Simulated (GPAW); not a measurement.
KI:

```xyz
2
Lattice="0.0000 3.5328 3.5328 3.5328 0.0000 3.5328 3.5328 3.5328 0.0000" Properties=species:S:1:pos:R:3 pbc="T T T"
I     3.5328    3.5328    3.5328
K     0.0000    0.0000    0.0000
```

Base run:

| Quantity | Value |
| --- | --- |
| Program | GPAW 26.7.0 |
| Functional | r2SCAN |
| Potentials or basis | GPAW PAW data sets (gpaw-data 1.2.1) |
| Cutoff | 600 eV |
| Basis | pw |
| k mesh | 7 × 7 × 7 |
| Occupations | fermi-dirac, width 0.05 eV |
| Spin | no spin polarisation |

Its results: band gap on the k mesh 4.62 eV, direct; pressure 0.1 GPa.

Problem. The run is repeated on the same cell with these changes: functional from r2SCAN to PBEsol; potentials or basis from GPAW PAW data sets (gpaw-data 1.2.1) to PAW data sets generated in the run's folder for this functional. What comes out?

Solution. Band gap on the k mesh 3.83 eV, direct; pressure -0.3 GPa.

Caveats: spin-orbit coupling is left out, which moves the levels of the heavy elements; the PAW data sets were made with another functional, which shifts forces and pressure a little (some runs).
